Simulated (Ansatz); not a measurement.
## ZnS with hydrogen replacing S: what each run costs

ZnS with hydrogen replacing S, cell charge +1. Cell: 36 atoms, space group P31m, a = 6.603 Å, b = 6.603 Å, c = 18.690 Å, α = 90.00°, β = 90.00°, γ = 120.00°.

All runs are DFT with Ansatz 0.2.0 on 1 thread of Arm Neoverse V2 (aarch64; 8 cores open to the job, memory cap 3.0 GiB, no GPU), a shared host.

(1) Rank the runs by wall time, shortest first.
A. single point, PBE, 420 eV, 3×3×1 k-points, smearing 0.01 eV
B. single point at relaxed positions, r2SCAN, 500 eV, 3×3×1 k-points, smearing 0.01 eV
C. relaxation of the ions, PBE, 420 eV, 3×3×1 k-points, smearing 0.01 eV

Answers

(1) A (86 s, 1.2 GiB), B (3.2 min, 2.3 GiB), C (11 min, 1.3 GiB).
